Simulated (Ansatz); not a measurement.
# SiNi3 (R-3m) in Ansatz: further runs

Runs on SiNi3. Level: LDA. Tasks: single point, equation of state.

Everything below comes from runs of Ansatz 0.2.0. Logs are shortened: lines on timing, memory, paths and dates and some standing lists are left out, and cuts for length are marked.

## 1. The structure

Symmetry: R-3m, No. 166, trigonal system. The conventional cell has a = 2.586 Å, b = 2.586 Å, c = 22.986 Å, α = 90.00°, β = 90.00°, γ = 120.00°. Ni (site symmetry 3m) has 3 Si at 2.34 Å and 9 Ni at 2.52 to 2.59 Å as nearest neighbours. Around Ni (site symmetry -3m) lie 12 Ni at 2.52 to 2.59 Å. Around Si (site symmetry -3m) lie 6 Ni at 2.34 Å and 6 Si at 2.59 Å.

The cell comes from a database or a generator and needn't be the stable form of this composition.

## 2. Single point, LDA, collinear spin, ferromagnetic start, 10.42 Å³/atom (volume scaled by 0.94)

File input.yaml:

```yaml
crystal:
  lattice:
    - [1.2664129658, 0.7311638667, 7.5055783138]
    - [-1.2664129658, 0.7311638667, 7.5055783138]
    - [0.0, -1.4623277334, 7.5055783138]
  atoms:
    - { symbol: Ni, position: [0.254733, 0.254733, 0.254733], spin: 1.0 }
    - { symbol: Ni, position: [0.5, 0.5, 0.5], spin: 1.0 }
    - { symbol: Ni, position: [0.745267, 0.745267, 0.745267], spin: 1.0 }
    - { symbol: Si, position: [0.0, 0.0, 0.0] }
hamiltonian:
  xc: lda
  pseudopotentials: { kind: paw }
magnetization:
  spin_polarized: true
kpoints:
  mp_grid: { grid: [12, 12, 12] }
scf:
  occupations: { method: fermi_dirac, width: 0.05 }
output:
  forces: true
  stress: true
  eigenvalues: true
```

Potentials or basis: Ansatz PAW.

The run is started by

```console
$ ansatz run input.yaml --threads 2 --pin off --max-ram 5632MiB --backend cpu --events-out ev --progress --plain --runs-dir out
```

The program printed:

```text
Warning: RAYON_NUM_THREADS=2 ignored (pool sized by the plan → 2); use --threads N
basis.fft_grid_basis auto: the FFT boxes are laid along the combinations [[1, 0, -1], [0, 1, -1], [0, 0, 1]] of the cell's own vectors, 2.533, 2.533 and 7.647 Å long. The dense box has 18×18×54 points. Along the cell's own vectors, as sized, it would have 54×54×54, 9.00 times as many. Of the 12 symmetry operations that the crystal satisfies within crystal.symmetry.tolerance (time reversal apart; of a slab, those that keep its plane) the dense box along the cell's own vectors carries 12, and the one as laid loses 8 of those. basis.fft_grid_basis: typed keeps the cell's own vectors: state it where this run's energies or levels are differenced outside the engine with another run's, or held beside a run that keeps those vectors.
Engine: ansatz 0.2.0, x86_64-unknown-linux-gnu
Pseudopotentials: kind: paw
Pseudopotential: Ni, paw, valence charge 18, recommended cutoff 420 eV (normal), Ni.paw.azcp
Pseudopotential: Si, paw, valence charge 4, recommended cutoff 420 eV (normal), Si.paw.azcp
Functional definition: SPW92
  exchange = slater_x
  correlation = pw_c
Crystal: 4 atoms, lattice volume = 41.699 Å³
Basis set: ecut = 420 eV, 841 PW (Γ), FFT grids on a1−a3, a2−a3, a3
Bands: 37, of which v1, the nominal top of the filled ones, is band 29 counted from 1 (28 counted from 0)
Symmetry: 12 space group operations
Space group: R-3m (ITA 166), of the structure as read, at distance tolerance 3.5e-5 Å
Magnetic group: BNS 166.97 (UNI 1327), of the structure as read, at distance tolerance 3.5e-5 Å
k-points: 189 of 1728
Non-local potential: Ni, projectors of the file, l = 0: 3, l = 1: 2, l = 2: 3, l = 3: 1
Non-local potential: Si, projectors of the file, l = 0: 2, l = 1: 2, l = 2: 2
PAW form: soft (Blöchl's): semilocal exchange-correlation on the pseudo side does not see the compensation charge
PAW frozen core: Ni, regenerated for the run's functional, and the local potential with it (the file was generated under x = pbe(κ = 0.804, μ = 0.2195149727645171), c = pbe(β = 0.06672455060314922))
PAW frozen core: Si, regenerated for the run's functional, and the local potential with it (the file was generated under x = pbe(κ = 0.804, μ = 0.2195149727645171), c = pbe(β = 0.06672455060314922))
PAW one-centre angular grid: Ni, 590 points (default); XC on 64 Gauss nodes
PAW one-centre angular grid: Si, 110 points (default); XC on 64 Gauss nodes
Initial density: superposition of atomic densities (chi_scale 0.1, normalization cell)
Starting moments: Σ|m| = 3 μB on 3 of 4 sites
Initial wavefunctions: pseudopotential atomic-orbital guess
Functional: x = slater, c = lda
SCF iter   1: F=—  HF=-17926.992569 eV  |F-HF|=—  |Δ(HF+E_count)|=         —  Δρ=1.16e-1 (↑1.16e-1 ↓3.32e-2)  dr2=4.02e0  dr2_m=1.37e0  M=1.388 μB ∫|m|=1.518 μB  β_m=0.30  ethr=3.10e-3  ⟨swp⟩=5.7  Hψ=50881  notcnv=0  defer=7
Mixer restart at iter 1: flushing history
preconditioner: auto → Kerker (q_TF=auto, 2.883 Å⁻¹)  [metal: Δε(μ)=0.001 eV  Ē_g=8.656 eV  σ=0.050 eV  W_gap=0.01  n_scr=12 (ndim 8)  ℏωp=33.5 eV  f_vac=0.000  D(μ)=4.71/eV (n_scr^D=58)]
spin=Collinear: Kerker preconditioning applied to the charge; magnetization (m = ρ↑ − ρ↓) channel mixes plain (no charge-response kernel on spin).
SCF iter   2: F=—  HF=-17925.826185 eV  |F-HF|=—  |Δ(HF+E_count)|=    1.17e0  Δρ=7.52e-2 (↑5.07e-2 ↓7.52e-2)  dr2=3.72e-1  dr2_m=1.42e0  M=0.975 μB ∫|m|=1.092 μB  β_m=0.38  ethr=3.10e-3  ⟨swp⟩=2.2  Hψ=24920  notcnv=0  defer=627
SCF iter   3: F=—  HF=-17927.523333 eV  |F-HF|=—  |Δ(HF+E_count)|=    1.70e0  Δρ=6.32e-2 (↑3.68e-2 ↓6.32e-2)  dr2=4.74e-1  dr2_m=9.06e-1  M=0.771 μB ∫|m|=0.877 μB  β_m=0.19  ethr=6.42e-4  ⟨swp⟩=2.5  Hψ=23514  notcnv=0  defer=644
SCF iter   4: F=—  HF=-17928.524709 eV  |F-HF|=—  |Δ(HF+E_count)|=    1.00e0  Δρ=4.68e-2 (↑3.05e-2 ↓4.68e-2)  dr2=2.98e-1  dr2_m=5.37e-1  M=0.664 μB ∫|m|=0.756 μB  β_m=0.47  ethr=6.42e-4  ⟨swp⟩=2.4  Hψ=21095  notcnv=0  defer=660
SCF iter   5: F=—  HF=-17929.665799 eV  |F-HF|=—  |Δ(HF+E_count)|=    1.14e0  Δρ=2.62e-2 (↑7.71e-3 ↓2.62e-2)  dr2=4.19e-1  dr2_m=6.34e-2  M=0.277 μB ∫|m|=0.326 μB  β_m=0.45  ethr=5.14e-4  ⟨swp⟩=3.0  Hψ=27559  notcnv=0  defer=701
SCF iter   6: F=—  HF=-17929.613731 eV  |F-HF|=—  |Δ(HF+E_count)|=   5.21e-2  Δρ=1.05e-2 (↑1.05e-2 ↓8.74e-3)  dr2=2.38e-2  dr2_m=2.54e-2  M=0.191 μB ∫|m|=0.223 μB  β_m=0.38  ethr=5.14e-4  ⟨swp⟩=2.2  Hψ=20716  notcnv=0  defer=734
SCF iter   7: F=-17929.540867 eV  HF=-17929.564143 eV  |F-HF|=2.33e-2  |Δ(HF+E_count)|=   4.96e-2  Δρ=1.98e-2 (↑1.98e-2 ↓8.06e-3)  dr2=4.42e-2  dr2_m=6.50e-2  M=-0.068 μB ∫|m|=0.081 μB  β_m=0.73  ethr=4.11e-5  ⟨swp⟩=2.8  Hψ=29581  notcnv=0  defer=758
SCF iter   8: F=-17929.564022 eV  HF=-17929.633535 eV  |F-HF|=6.95e-2  |Δ(HF+E_count)|=   6.94e-2  Δρ=9.29e-3 (↑8.49e-3 ↓9.29e-3)  dr2=7.43e-2  dr2_m=2.24e-3  M=0.088 μB ∫|m|=0.102 μB  β_m=0.58  ethr=4.11e-5  ⟨swp⟩=2.7  Hψ=28541  notcnv=0  defer=750
SCF iter   9: F=-17929.622158 eV  HF=-17929.623794 eV  |F-HF|=1.64e-3  |Δ(HF+E_count)|=   9.74e-3  Δρ=1.62e-3 (↑1.62e-3 ↓1.47e-3)  dr2=1.45e-3  dr2_m=4.46e-4  M=0.073 μB ∫|m|=0.085 μB  β_m=0.79  ethr=4.11e-5  ⟨swp⟩=2.0  Hψ=22386  notcnv=0  defer=750
[... 19 lines left out ...]
spin=Collinear: Kerker preconditioning applied to the charge; magnetization (m = ρ↑ − ρ↓) channel mixes plain (no charge-response kernel on spin).
SCF iter   2: F=—  HF=-17929.623841 eV  |F-HF|=—  |Δ(HF+E_count)|=   1.47e-4  Δρ=7.40e-3 (↑7.40e-3 ↓6.75e-3)  dr2=8.35e-2  dr2_m=2.90e-3  M=0.371 μB ∫|m|=0.426 μB  ethr=1.72e-6  ⟨swp⟩=1.6  Hψ=58882  notcnv=0
SCF iter   3: F=—  HF=-17929.623674 eV  |F-HF|=—  |Δ(HF+E_count)|=   1.67e-4  Δρ=1.23e-3 (↑5.33e-4 ↓1.23e-3)  dr2=1.73e-3  dr2_m=5.59e-5  M=0.073 μB ∫|m|=0.084 μB  ethr=1.72e-6  ⟨swp⟩=1.4  Hψ=32218  notcnv=0
an SCF towards Hund's moment on open shells that bore less, with the run's symmetry operations kept, reached no lower state that the run goes on to. This is no proof of a minimum
at 2 of the mixer's solves, the last at iteration 10, it left a direction of its history that read negative out of its fit and stepped the other way along it
WARN: the starting moments were not kept: the SCF closed with an absolute magnetisation of 2.6e-5 μB, where they sum to 3 μB in size (3 sites). That is at most 0.1 of that sum. Measured as dr2_m measures the in/out step, that magnetisation stands 1.1e-9 eV from none, at or under the dr2_threshold of 1.0e-7 eV: it is no larger than a step whose dr2_m would equal this threshold. The system may hold no moment; this SCF shows only that its start led to no more than that. To try another start: raise the starting moments (crystal.atoms[].spin, magnetization.per_species, magnetization.initial_magnetization, or on a non-collinear deck that types none of these the spinor_matrix: blocks that start its atoms; where the total moment is fixed, keep their sum and leave initial_magnetization as it is; typed ones take the place of any that the run laid by itself, positive ones on a crystal's lanthanoids without a Hubbard term where scf.initial_density.shell_occupations: [] is typed) or, if the notice of its spin-set hold's release reads "site moments contracting" or "site moments show no strong build", lengthen the hold (scf.mixing.spin_hold: { on: { confirm: 4 } }; for m-r²SCAN on two components see the key's manual first). Each may lead to a state that holds a moment. A second SCF, from the converged charge density, with the starting moments and any scf.initial_density.shell_occupations laid on it anew, would have followed, and was not run: the deck does not ask for one (magnetization.retry_lost_moments is false, the default). To let it run, set magnetization.retry_lost_moments: true and run the deck again, where that key's refused combinations let it; where memory then withholds it, that run's warning says so.
SCF converged after 20 iterations
Magnetization: 0.0000 μB (29.0000 up, 29.0000 down)
Absolute magnetization: 0.0000 μB (∫|ρ↑−ρ↓|, with the PAW one-centre terms)
Spin contamination: 0.0000 ħ² per cell (⟨S²⟩ above its minimum at these occupations)
Per-site moments (μB) at R_I (Å): [(2.678518288847435e-6, 0.9470155018269144), (1.9135385683067124e-5, 1.0163381973726546), (2.6785182886849715e-6, 0.9470155018269143), (-1.2331735509380393e-7, 0.9470155018269143)]
Free energy (F): -17929.623694 eV
Harris-Foulkes:  -17929.623694 eV  (|F-HF|=4.22e-10)
Internal energy: -17929.590165 eV  (E = F + TS)
E sigma→0 (E₀):  -17929.606929 eV
Entropy (-TS):   -0.033529 eV (-8.382 meV/atom)
Fermi energy:    17.838485 eV
--- Per-component energies (eV) ---
  E_band       = -819.152475
  E_kinetic    = 903.466018
  E_local      = -12355.274028  (includes V_loc(G=0)·N_el)
  E_nonlocal   = 1943.059654
  E_hartree    = 5327.478825
  E_xc         = -314.113863
  E_vxc        = -382.885272  (∫ρ·V_xc dr)
  E_paw        = -5177.023743  (= ΣΔE_a)
  E_vpaw       = -1582.479613  (= ΣTr[D̂ρ^β])
  E_aug_tail   = 0.001293  (compensation charges beyond the density's cutoff)
  E_ewald      = -8258.571012
  E_core_change = 1.386692  (= ΣΔE_core)
  E_smearing   = -0.033529  (= −TS)
  E_closure    = 0.000000  (closes the sum)
  Σ components = -17929.623694   (vs F -17929.623694, Δ=0.00e0)
--- Forces (eV/Å), atoms counted from 1 ---
  atom   1  Ni    -0.00000000    -0.00000000    -0.09925144
  atom   2  Ni     0.00000000     0.00000000     0.00000000
  atom   3  Ni     0.00000000     0.00000000     0.09925144
  atom   4  Si     0.00000000     0.00000000     0.00000000
  max |Σ_I F_I| component: 1.68e-29 eV/Å
--- Stress (GPa, compression-positive) ---
        0.026557       0.000000      -0.000000
       -0.000000       0.026557       0.000000
       -0.000000      -0.000000      -0.438176
  P = ⅓ Tr σ = -0.1284 GPa (-1.284 kbar)
--- Band table (eV; the first three rows and the last of 378) ---
  k-point 0 ↑: bands = ["-84.7029", "-84.7023", "-84.2997", "-45.7702", "-45.7605", "-45.3505", "-45.3505", "-45.3499", "-45.3499", "-45.0934", "-45.0557", "-45.0557", "3.5758", "9.3494", "10.1024", "13.1426", "14.7692", "15.6523", "15.6523", "15.7695", "15.7695", "15.7983", "15.8601", "15.8601", "16.5018", "16.5018", "16.5194", "16.6924", "16.6924", "17.4095", "17.4095", "22.1223", "30.3597", "30.5009", "30.5009", "31.0755", "31.0755"]
  k-point 1 ↑: bands = ["-84.7016", "-84.7010", "-84.2985", "-45.7683", "-45.7594", "-45.3604", "-45.3601", "-45.3529", "-45.3523", "-45.0922", "-45.0650", "-45.0580", "3.7793", "9.5481", "10.3310", "13.2863", "14.7713", "15.5259", "15.5800", "15.6549", "15.7317", "15.8544", "15.8931", "15.9239", "16.1003", "16.4364", "16.4897", "16.7343", "16.8127", "17.4143", "18.0693", "22.2192", "27.8661", "28.9562", "30.2631", "31.9408", "32.9557"]
  k-point 2 ↑: bands = ["-84.6981", "-84.6976", "-84.2952", "-45.7631", "-45.7564", "-45.3887", "-45.3869", "-45.3598", "-45.3589", "-45.0906", "-45.0892", "-45.0643", "4.3845", "10.1322", "10.9764", "13.6646", "14.7279", "15.0634", "15.1945", "15.4000", "15.7905", "15.8540", "16.0483", "16.0724", "16.1530", "16.3399", "16.3736", "16.8502", "16.9883", "17.4219", "19.1576", "22.5121", "24.7074", "27.4891", "29.5630", "31.6214", "32.3148"]
  k-point 188 ↓: bands = ["-84.7028", "-84.7024", "-84.2997", "-45.7712", "-45.7594", "-45.3505", "-45.3505", "-45.3498", "-45.3498", "-45.0934", "-45.0557", "-45.0557", "3.5971", "8.6123", "11.8690", "12.3363", "14.6596", "15.6353", "15.6353", "15.7843", "15.7843", "15.7907", "15.7989", "15.8830", "15.8830", "16.4386", "16.4386", "16.7331", "16.7331", "17.4115", "17.4115", "24.3760", "26.8324", "30.5084", "30.5084", "31.0671", "31.0671"]
```

Run time: 51 s. Hardware: 2 threads of AMD EPYC 7R13 (Zen 3), shared host; peak memory 1.9 GiB.

What came out:

* Free energy: -17929.6237 eV
* Pressure: -0.1 GPa
* Largest force: 0.099 eV/Å
* Band gap on the k mesh: none (metal or under the smearing width)
* Net moment: 0.00 μB per cell
* Absolute moment: 0.00 μB per cell

Caveat: the PAW data sets come from PBE, with cores solved anew for the run's functional, which leaves a small shift of forces and pressure; the starting moments weren't kept.

## 3. Single point, LDA, collinear spin, ferromagnetic start, 10.65 Å³/atom (volume scaled by 0.96)

Changes to input.yaml since step 2:

```diff
@@ -2,5 +2,5 @@
   lattice:
-    - [1.2664129658, 0.7311638667, 7.5055783138]
-    - [-1.2664129658, 0.7311638667, 7.5055783138]
-    - [0.0, -1.4623277334, 7.5055783138]
+    - [1.2753316608, 0.7363130776, 7.5584362406]
+    - [-1.2753316608, 0.7363130776, 7.5584362406]
+    - [0.0, -1.4726261553, 7.5584362406]
   atoms:
```

Potentials or basis: Ansatz PAW.

The run is started by

```console
$ ansatz run input.yaml --threads 2 --pin off --max-ram 5632MiB --backend cpu --events-out ev --progress --plain --runs-dir out
```

Wall time 51 s (2 threads of AMD EPYC 7R13 (Zen 3), shared host); peak memory 1.9 GiB.

The run converged. Its results:

```yaml
Free_energy: -17929.6098 eV
Pressure: -4.8 GPa
Largest_force: 0.026 eV/Å
Band_gap_on_the_k_mesh: none (metal or under the smearing width)
Net_moment: 0.00 μB per cell
Absolute_moment: 0.00 μB per cell
```

Caveat: the PAW data sets come from PBE, with cores solved anew for the run's functional, which leaves a small shift of forces and pressure; the starting moments weren't kept.

## 4. Single point, LDA, collinear spin, ferromagnetic start, 10.87 Å³/atom (volume scaled by 0.98)

Changes to input.yaml since step 3:

```diff
@@ -2,5 +2,5 @@
   lattice:
-    - [1.2753316608, 0.7363130776, 7.5584362406]
-    - [-1.2753316608, 0.7363130776, 7.5584362406]
-    - [0.0, -1.4726261553, 7.5584362406]
+    - [1.2841273295, 0.7413912593, 7.6105650344]
+    - [-1.2841273295, 0.7413912593, 7.6105650344]
+    - [0.0, -1.4827825187, 7.6105650344]
   atoms:
```

The run is started by

```console
$ ansatz run input.yaml --threads 2 --pin off --max-ram 5632MiB --backend cpu --events-out ev --progress --plain --runs-dir out
```

It took 25 s on 2 threads of AMD EPYC 7R13 (Zen 3), shared host; peak memory 0.76 GiB.

Results (log left out):

```
Free energy            : -17929.5717 eV
Pressure               : -8.9 GPa
Largest force          : 0.043 eV/Å
Band gap on the k mesh : none (metal or under the smearing width)
Net moment             : 0.00 μB per cell
Absolute moment        : 0.00 μB per cell
```

Caveat: the PAW data sets come from PBE, with cores solved anew for the run's functional, which leaves a small shift of forces and pressure; the starting moments weren't kept.

## 5. Single point, LDA, collinear spin, ferromagnetic start, 11.09 Å³/atom

Changes to input.yaml since step 4:

```diff
@@ -2,5 +2,5 @@
   lattice:
-    - [1.2841273295, 0.7413912593, 7.6105650344]
-    - [-1.2841273295, 0.7413912593, 7.6105650344]
-    - [0.0, -1.4827825187, 7.6105650344]
+    - [1.2928041287, 0.7464008117, 7.661989331]
+    - [-1.2928041287, 0.7464008117, 7.661989331]
+    - [0.0, -1.4928016234, 7.661989331]
   atoms:
```

The run is started by

```console
$ ansatz run input.yaml --threads 2 --pin off --max-ram 5632MiB --backend cpu --events-out ev --progress --plain --runs-dir out
```

It took 25 s on 2 threads of AMD EPYC 7R13 (Zen 3), shared host; peak memory 0.78 GiB.

The run converged. Its results:

* Free energy: -17929.5122 eV
* Pressure: -12.5 GPa
* Largest force: 0.107 eV/Å
* Band gap on the k mesh: none (metal or under the smearing width)
* Net moment: 0.20 μB per cell
* Absolute moment: 0.23 μB per cell
* Site moments: Ni +0.02, +0.16; Si -0.00 μB

Caveat: the PAW data sets come from PBE, with cores solved anew for the run's functional, which leaves a small shift of forces and pressure; the starting moments weren't kept.

## 6. Single point, LDA, collinear spin, ferromagnetic start, 11.31 Å³/atom (volume scaled by 1.02)

Changes to input.yaml since step 5:

```diff
@@ -2,5 +2,5 @@
   lattice:
-    - [1.2928041287, 0.7464008117, 7.661989331]
-    - [-1.2928041287, 0.7464008117, 7.661989331]
-    - [0.0, -1.4928016234, 7.661989331]
+    - [1.301365995, 0.7513440075, 7.712732461]
+    - [-1.301365995, 0.7513440075, 7.712732461]
+    - [0.0, -1.502688015, 7.712732461]
   atoms:
@@ -23 +23,5 @@
   eigenvalues: true
+  write_density: true
+  write_potential: true
+  elf: true
+  volumetric_format: npy
```

Potentials or basis: Ansatz PAW.

The run is started by

```console
$ ansatz run input.yaml --threads 2 --pin off --max-ram 5632MiB --backend cpu --events-out ev --progress --plain --runs-dir out
```

Wall time 29 s (2 threads of AMD EPYC 7R13 (Zen 3), shared host); peak memory 0.77 GiB.

It converged, with:

- Free energy: -17929.4340 eV
- Pressure: -15.7 GPa
- Largest force: 0.165 eV/Å
- Band gap on the k mesh: none (metal or under the smearing width)
- Net moment: 0.32 μB per cell
- Absolute moment: 0.37 μB per cell
- Site moments: Ni +0.04, +0.26; Si -0.00 μB

Caveat: the PAW data sets come from PBE, with cores solved anew for the run's functional, which leaves a small shift of forces and pressure.

## 7. Single point, LDA, collinear spin, ferromagnetic start, 11.53 Å³/atom (volume scaled by 1.04)

Changes to input.yaml since step 6:

```diff
@@ -2,5 +2,5 @@
   lattice:
-    - [1.301365995, 0.7513440075, 7.712732461]
-    - [-1.301365995, 0.7513440075, 7.712732461]
-    - [0.0, -1.502688015, 7.712732461]
+    - [1.3098166603, 0.7562230014, 7.7628165427]
+    - [-1.3098166603, 0.7562230014, 7.7628165427]
+    - [0.0, -1.5124460028, 7.7628165427]
   atoms:
@@ -23,5 +23 @@
   eigenvalues: true
-  write_density: true
-  write_potential: true
-  elf: true
-  volumetric_format: npy
```

The run is started by

```console
$ ansatz run input.yaml --threads 2 --pin off --max-ram 5632MiB --backend cpu --events-out ev --progress --plain --runs-dir out
```

Wall time 22 s (2 threads of AMD EPYC 7R13 (Zen 3), shared host); peak memory 0.78 GiB.

The run converged. Its results:

- Free energy: -17929.3393 eV
- Pressure: -18.5 GPa
- Largest force: 0.217 eV/Å
- Band gap on the k mesh: none (metal or under the smearing width)
- Net moment: 0.41 μB per cell
- Absolute moment: 0.46 μB per cell
- Site moments: Ni +0.06, +0.31; Si -0.00 μB

Caveat: the PAW data sets come from PBE, with cores solved anew for the run's functional, which leaves a small shift of forces and pressure.

## 8. Single point, LDA, collinear spin, ferromagnetic start, 11.76 Å³/atom (volume scaled by 1.06)

Changes to input.yaml since step 7:

```diff
@@ -2,5 +2,5 @@
   lattice:
-    - [1.3098166603, 0.7562230014, 7.7628165427]
-    - [-1.3098166603, 0.7562230014, 7.7628165427]
-    - [0.0, -1.5124460028, 7.7628165427]
+    - [1.3181596665, 0.7610398383, 7.8122625671]
+    - [-1.3181596665, 0.7610398383, 7.8122625671]
+    - [0.0, -1.5220796766, 7.8122625671]
   atoms:
```

The run is started by

```console
$ ansatz run input.yaml --threads 2 --pin off --max-ram 5632MiB --backend cpu --events-out ev --progress --plain --runs-dir out
```

Run time: 22 s. Hardware: 2 threads of AMD EPYC 7R13 (Zen 3), shared host; peak memory 0.79 GiB.

The run converged. Its results:

| Property | Result |
| --- | --- |
| Free energy | -17929.2300 eV |
| Pressure | -20.9 GPa |
| Largest force | 0.264 eV/Å |
| Band gap on the k mesh | none (metal or under the smearing width) |
| Net moment | 0.47 μB per cell |
| Absolute moment | 0.54 μB per cell |
| Site moments | Ni +0.07, +0.36; Si -0.00 μB |

Caveat: the PAW data sets come from PBE, with cores solved anew for the run's functional, which leaves a small shift of forces and pressure.

## 9. Equation of state, LDA, collinear spin, ferromagnetic start

Potentials or basis: Ansatz PAW.

No new run: the results of the series are fitted here.

Results:

```
Equilibrium volume                        : 10.42 Å³/atom (rough: see the caveat)
Bulk modulus at fixed shape and positions : 234 GPa (rough)
```

Energy against volume, from the lowest point:
```csv
volume (Å³/atom),energy (meV/atom)
10.425,0.00
10.647,3.47
10.868,12.99
11.090,27.87
11.312,47.43
11.534,71.10
11.756,98.42
```

Caveat: the minimum lies outside the volumes run; the cell was scaled at fixed shape and fractional positions, which overstates the stiffness of a crystal with free parameters, most of all of layers and chains.
